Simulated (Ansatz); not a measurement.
# GaSb (F-43m) in Ansatz: a series of runs, part 2 of 2

Ansatz 0.2.0. The steps go on from the part before.

### Step 3. Phonons, LDA

Input file input.yaml:

```yaml
crystal:
  lattice:
    - [0.0, 3.059, 3.059]
    - [3.059, 0.0, 3.059]
    - [3.059, 3.059, 0.0]
  atoms:
    - { symbol: Sb, position: [0.75, 0.75, 0.75] }
    - { symbol: Ga, position: [0.0, 0.0, 0.0] }
kpoints:
  mp_grid: { grid: [6, 6, 6] }
scf:
  occupations: { method: fermi_dirac, width: 0.05 }
hamiltonian:
  xc: lda
  pseudopotentials: { kind: all_electron, lapw: { basis_error: 0.001 } }
output: {}
phonons:
  method: fd
  supercell: [1, 1, 1]
```

Potentials or basis: all-electron LAPW, scalar-relativistic.

The run is started by

```console
ansatz run input.yaml --threads 1 --pin off --max-ram 3072MiB --backend cpu --events-out ev --progress --plain --runs-dir out
```

Output:

```text
Warning: RAYON_NUM_THREADS=1 ignored (pool sized by the plan → 1); use --threads N
LAPW: plane waves up to 8.881 Å⁻¹, error target 1.0e-3 eV per atom; small_component_spin mean_spin; Ga in spheres of 1.260 Å, 21 of its electrons in bands, Dirac shells []; Sb in spheres of 1.309 Å, 23 of its electrons in bands, Dirac shells [] (how accurate: hamiltonian.pseudopotentials.lapw.basis_error, Limitations)
Engine: ansatz 0.2.0, aarch64-unknown-linux-gnu
Pseudopotentials: kind: all_electron
Pseudopotential: Sb, LAPW, valence charge 23, lapw/all_electron/scalar/gaussian/Sb, Koelling and Harmon's equation, gaussian nucleus
Pseudopotential: Ga, LAPW, valence charge 21, lapw/all_electron/scalar/gaussian/Ga, Koelling and Harmon's equation, gaussian nucleus
Functional definition: SPW92
  exchange = slater_x
  correlation = pw_c
Crystal: 2 atoms, lattice volume = 57.249 Å³
Basis set: ecut = 300.5092991055472 eV, 645 PW (Γ), exchange–correlation at level 2
Bands: 27, of which v1, the nominal top of the filled ones, is band 22 counted from 1 (21 counted from 0)
Symmetry: 24 space group operations
k-points: 16 of 216 (time reversal used)
Non-local potential: Sb, projectors of the file, none
Non-local potential: Ga, projectors of the file, none
Initial density: superposition of atomic densities (chi_scale 0.1, normalization cell, long waves kept (reshape's long-wave potential 0.00 eV rms))
Initial wavefunctions: plane waves of lowest kinetic energy (no species holds an atomic orbital)
Functional: x = slater, c = lda
iter 1 solved again at ethr=6.84e-4 eV; its pass at ethr=1.00e-1 eV (dr2=3.01e-1 eV) is discarded
SCF iter   1: F=—  HF=-229043.939535 eV  |F-HF|=—  |Δ(HF+E_count)|=         —  Δρ=2.17e-2  dr2=3.04e-1  ethr=6.84e-4  ⟨swp⟩=2.6  Hψ=2786  notcnv=0
preconditioner: auto → none  [insulator: Δε(μ)=0.439 eV  Ē_g=15.118 eV  σ=0.050 eV  W_gap=0.70  n_scr=14 (ndim 8)  ℏωp=20.8 eV  f_vac=0.124  D(μ)=0.13/eV (n_scr^D=0)  ε∞_Penn≈2.9]
SCF iter   2: F=—  HF=-229043.840145 eV  |F-HF|=—  |Δ(HF+E_count)|=   9.94e-2  Δρ=9.36e-3  dr2=5.43e-2  ethr=6.84e-4  ⟨swp⟩=2.0  Hψ=1280  notcnv=0
iter 3 solved again at ethr=1.13e-5 eV; its pass at ethr=1.23e-4 eV (dr2=4.97e-3 eV) is discarded
SCF iter   3: F=—  HF=-229043.829252 eV  |F-HF|=—  |Δ(HF+E_count)|=   1.09e-2  Δρ=2.74e-3  dr2=4.98e-3  ethr=1.13e-5  ⟨swp⟩=2.0  Hψ=2163  notcnv=0
SCF iter   4: F=—  HF=-229043.819036 eV  |F-HF|=—  |Δ(HF+E_count)|=         —  Δρ=4.57e-4  dr2=7.76e-5  ethr=1.13e-5  ⟨swp⟩=2.1  Hψ=1206  notcnv=0
the basis was enlarged: its passes take 52.2 KiB over the memory plan, 1 of 1 planned eigensolver slots
SCF iter   5: F=—  HF=-229043.819011 eV  |F-HF|=—  |Δ(HF+E_count)|=   2.47e-5  Δρ=5.99e-5  dr2=1.55e-6  ethr=1.76e-7  ⟨swp⟩=2.4  Hψ=1212  notcnv=0
SCF iter   6: F=—  HF=-229043.819011 eV  |F-HF|=—  |Δ(HF+E_count)|=   1.92e-7  Δρ=9.24e-6  dr2=3.49e-8  ethr=3.53e-9  ⟨swp⟩=2.2  Hψ=1206  notcnv=0
SCF iter   7: F=—  HF=-229043.819011 eV  |F-HF|=—  |Δ(HF+E_count)|=   1.79e-8  Δρ=1.57e-6  dr2=2.23e-9  ethr=7.93e-11  ⟨swp⟩=2.8  Hψ=1222  notcnv=0
SCF iter   8: F=-229043.819011 eV  HF=-229043.819011 eV  |F-HF|=4.66e-10  |Δ(HF+E_count)|=   2.85e-9  Δρ=6.07e-7  dr2=2.49e-10  ethr=5.08e-12  ⟨swp⟩=2.8  Hψ=1228  notcnv=0
SCF 1 converged in 8 iterations: F = -229043.819011 eV  dr2 = 2.49e-10
Symmetry: 4 space group operations
k-points: 46 of 216 (time reversal used)
Initial density: handed on by an earlier stage of this run
Initial wavefunctions: plane waves of lowest kinetic energy (no species holds an atomic orbital; no wavefunctions were taken with the density)
iter 1 solved again at ethr=2.31e-7 eV; its pass at ethr=1.00e-1 eV (dr2=1.01e-4 eV) is discarded
SCF iter   1: F=—  HF=-229043.818693 eV  |F-HF|=—  |Δ(HF+E_count)|=         —  Δρ=3.50e-4  dr2=8.65e-5  ethr=2.31e-7  ⟨swp⟩=5.1  Hψ=10495  notcnv=0
preconditioner: auto → none  [insulator: Δε(μ)=0.230 eV  Ē_g=21.804 eV  σ=0.050 eV  W_gap=0.50  n_scr=14 (ndim 8)  ℏωp=26.0 eV  f_vac=0.194  D(μ)=0.13/eV (n_scr^D=0)  ε∞_Penn≈2.4]
iter 2 solved again at ethr=1.38e-8 eV; its pass at ethr=1.97e-7 eV (dr2=6.08e-6 eV) is discarded
SCF iter   2: F=—  HF=-229043.818661 eV  |F-HF|=—  |Δ(HF+E_count)|=   3.16e-5  Δρ=1.19e-4  dr2=6.05e-6  ethr=1.38e-8  ⟨swp⟩=2.0  Hψ=6017  notcnv=0
SCF iter   3: F=—  HF=-229043.818660 eV  |F-HF|=—  |Δ(HF+E_count)|=   7.04e-7  Δρ=3.29e-5  dr2=4.28e-7  ethr=1.37e-8  ⟨swp⟩=2.0  Hψ=3455  notcnv=0
SCF iter   4: F=—  HF=-229043.818661 eV  |F-HF|=—  |Δ(HF+E_count)|=   4.65e-8  Δρ=5.58e-6  dr2=2.05e-8  ethr=9.72e-10  ⟨swp⟩=2.0  Hψ=3456  notcnv=0
SCF iter   5: F=—  HF=-229043.818661 eV  |F-HF|=—  |Δ(HF+E_count)|=   6.96e-9  Δρ=1.38e-6  dr2=4.83e-10  ethr=4.67e-11  ⟨swp⟩=2.0  Hψ=3456  notcnv=0
SCF iter   6: F=-229043.818661 eV  HF=-229043.818661 eV  |F-HF|=8.44e-10  |Δ(HF+E_count)|=  9.31e-10  Δρ=4.06e-7  dr2=9.84e-11  ethr=2.26e-12 (applied; sched 1.10e-12)  ⟨swp⟩=2.0  Hψ=3455  notcnv=0
SCF 2 converged in 6 iterations: F = -229043.818661 eV  dr2 = 9.84e-11
iter 1 solved again at ethr=2.56e-7 eV; its pass at ethr=1.00e-1 eV (dr2=1.13e-4 eV) is discarded
SCF iter   1: F=—  HF=-229043.818695 eV  |F-HF|=—  |Δ(HF+E_count)|=         —  Δρ=3.74e-4  dr2=1.01e-4  ethr=2.56e-7  ⟨swp⟩=5.1  Hψ=10466  notcnv=0
preconditioner: auto → none  [insulator: Δε(μ)=0.231 eV  Ē_g=21.804 eV  σ=0.050 eV  W_gap=0.50  n_scr=14 (ndim 8)  ℏωp=26.0 eV  f_vac=0.195  D(μ)=0.13/eV (n_scr^D=0)  ε∞_Penn≈2.4]
iter 2 solved again at ethr=1.97e-8 eV; its pass at ethr=2.29e-7 eV (dr2=8.67e-6 eV) is discarded
SCF iter   2: F=—  HF=-229043.818662 eV  |F-HF|=—  |Δ(HF+E_count)|=   3.32e-5  Δρ=1.40e-4  dr2=8.63e-6  ethr=1.97e-8  ⟨swp⟩=2.0  Hψ=5993  notcnv=0
SCF iter   3: F=—  HF=-229043.818661 eV  |F-HF|=—  |Δ(HF+E_count)|=   1.62e-6  Δρ=3.92e-5  dr2=7.70e-7  ethr=1.96e-8  ⟨swp⟩=2.0  Hψ=3455  notcnv=0
SCF iter   4: F=—  HF=-229043.818661 eV  |F-HF|=—  |Δ(HF+E_count)|=   8.06e-8  Δρ=6.88e-6  dr2=2.10e-8  ethr=1.75e-9  ⟨swp⟩=2.0  Hψ=3455  notcnv=0
SCF iter   5: F=—  HF=-229043.818661 eV  |F-HF|=—  |Δ(HF+E_count)|=   3.43e-9  Δρ=1.16e-6  dr2=4.63e-10  ethr=4.78e-11  ⟨swp⟩=2.0  Hψ=3455  notcnv=0
SCF iter   6: F=-229043.818661 eV  HF=-229043.818661 eV  |F-HF|=6.98e-10  |Δ(HF+E_count)|=  2.91e-11  Δρ=4.25e-7  dr2=1.02e-10  ethr=2.26e-12 (applied; sched 1.05e-12)  ⟨swp⟩=2.0  Hψ=3455  notcnv=0
SCF 3 converged in 6 iterations: F = -229043.818661 eV  dr2 = 1.02e-10
SCF converged after 8 iterations
Free energy (F): -229043.819011 eV
Harris-Foulkes:  -229043.819011 eV  (|F-HF|=4.66e-10)
Internal energy: -229043.817988 eV  (E = F + TS)
E sigma→0 (E₀):  -229043.818500 eV
Entropy (-TS):   -0.001023 eV (-0.512 meV/atom)
Fermi energy:    9.504444 eV
--- Per-component energies (eV) ---
  E_band       = -1778.050288
  E_kinetic    = 239506.188766
  E_xc         = -6475.536860
  E_electrostatic = -462074.469894  (all electrons and nuclei)
  E_smearing   = -0.001023  (= −TS)
  E_closure    = 0.000000  (closes the sum)
  E_atoms      = -229035.201250  (free atoms, spherical and without spin; not in F)
  Σ components = -229043.819011   (vs F -229043.819011, Δ=0.00e0)
  Basis errors (estimates in eV, not in F): energy 4.3e-4 per atom: plane waves 3.9e-4 (2.3e-4 summed), levels above the bands 2.0e-65, relativity 6.2e-9, radial functions 3.7e-5, core shells 1.2e-7; eigenvalues (radial functions only) 3.3e-7; not estimated: angular momenta, meshes, grids; target (lapw.basis_error) 1.0e-3; muffin-tin radii Ga 1.260 Å, Sb 1.309 Å
--- Forces (eV/Å), atoms counted from 1 ---
  atom   1  Sb    -0.00000000     0.00000000     0.00000000
  atom   2  Ga     0.00000000    -0.00000000     0.00000000
  max |Σ_I F_I| component: 1.21e-17 eV/Å
--- Band table (eV; the first three rows and the last of 16) ---
  k-point 0: bands = ["-133.9873", "-133.5410", "-87.1137", "-87.1137", "-87.1137", "-84.7614", "-84.7614", "-84.7614", "-19.1828", "-19.1828", "-19.1828", "-19.1618", "-19.1618", "-5.6223", "-5.6223", "-5.6223", "-5.5733", "-5.5733", "-2.0686", "9.2900", "9.4709", "9.4709", "9.4709", "12.2397", "12.2397", "12.2397", "15.0742"]
  k-point 1: bands = ["-133.9873", "-133.5410", "-87.1137", "-87.1137", "-87.1137", "-84.7614", "-84.7614", "-84.7614", "-19.1827", "-19.1821", "-19.1821", "-19.1616", "-19.1616", "-5.6297", "-5.6192", "-5.6192", "-5.5737", "-5.5737", "-1.7877", "6.6960", "9.0698", "9.0698", "10.3643", "12.7793", "12.7793", "13.3388", "16.3534"]
  k-point 2: bands = ["-133.9873", "-133.5410", "-87.1137", "-87.1137", "-87.1137", "-84.7614", "-84.7614", "-84.7614", "-19.1824", "-19.1807", "-19.1807", "-19.1612", "-19.1612", "-5.6439", "-5.6136", "-5.6136", "-5.5739", "-5.5739", "-1.0400", "4.2449", "8.5284", "8.5284", "9.9409", "13.2294", "13.2294", "15.7866", "16.3674"]
  k-point 15: bands = ["-133.9873", "-133.5410", "-87.1137", "-87.1137", "-87.1137", "-84.7614", "-84.7614", "-84.7614", "-19.1838", "-19.1790", "-19.1768", "-19.1627", "-19.1594", "-5.6641", "-5.6021", "-5.5988", "-5.5812", "-5.5728", "0.3918", "2.7187", "6.2831", "6.4570", "11.9711", "12.2329", "15.4972", "15.5294", "19.3038"]
--- Phonons: 2 displaced members + reference (amplitude 0.01 Å, Σ member SCF iterations 12) ---
  symmetry images taken by strict's conditions (phonons.symmetry_images: auto; settled by no image being taken that strict refuses)
  ASR residual: 2.968e-4 → 0.000e0 eV/Å²; symmetrization residual: 8.206e-5 eV/Å²
  largest component of a force at the reference: 1.6e-17 eV/Å
  ASR residual per site (eV/Å²): 2.97e-4 2.10e-4
  Γ frequencies (cm⁻¹): 0.00 0.00 0.00 207.54 207.54 207.54
  density of states and harmonic sums: on the 17×17×17 q-mesh, interpolated from the force constants of a 1×1×1 supercell (no non-analytic term)
  largest difference from the sums on the solved wave vectors: F 5.48e-1 eV, S 8.06e-4 and C_V 2.58e-4 eV/K
  zero-point energy: 0.052046 eV/cell   skipped modes (ω ≤ 0): 3   left out of the sums: 1.02e-4 of the cell's modes: C_V's classical limit lies that fraction below 3 k_B per atom; for a crystal, a wire or a layer, F and S can be off by more, and a phonons.interpolated_qmesh denser along its periods is the remedy for the sampling
```

Wall time 57 s (1 thread of Arm Neoverse V1, shared host); peak memory 0.38 GiB.

Results:

| Property | Result |
| --- | --- |
| Free energy | -229043.8190 eV |
| Band gap on the k mesh | none (metal or under the smearing width) |
| Highest phonon frequency at Γ | 208 cm⁻¹ |

Phonon frequencies in cm⁻¹ (negative: imaginary):
```
              q point        frequencies
(0.000, 0.000, 0.000)  0 0 0 208 208 208
```

Caveat: the k mesh is thin for a metal, which can move the energy by tens of meV per atom; a metal's response needs a denser mesh; this crystal is a semiconductor, whose small gap the functional closes, so the metal is an error of the method.

### Step 4. Comparison with measurements

Step 2. A measured gap of GaSb is 0.811 eV (direct; 4.2 K; a printed reference work, data compilation); the calculated 0.00 eV misses it by -0.81 eV. Spin-orbit coupling on Ga, Sb is left out. The value is that of LDA on a finite k mesh, which can miss the band edges, without temperature or zero-point motion. Semilocal functionals fall short of measured gaps as a rule.

Step 3. Against the measured gap of GaSb, 0.811 eV (direct; 4.2 K; a printed reference work, data compilation), the calculated 0.00 eV is off by -0.81 eV. Spin-orbit coupling on Ga, Sb is left out. The value is that of LDA on a finite k mesh, which can miss the band edges, without temperature or zero-point motion. Semilocal functionals fall short of measured gaps as a rule.
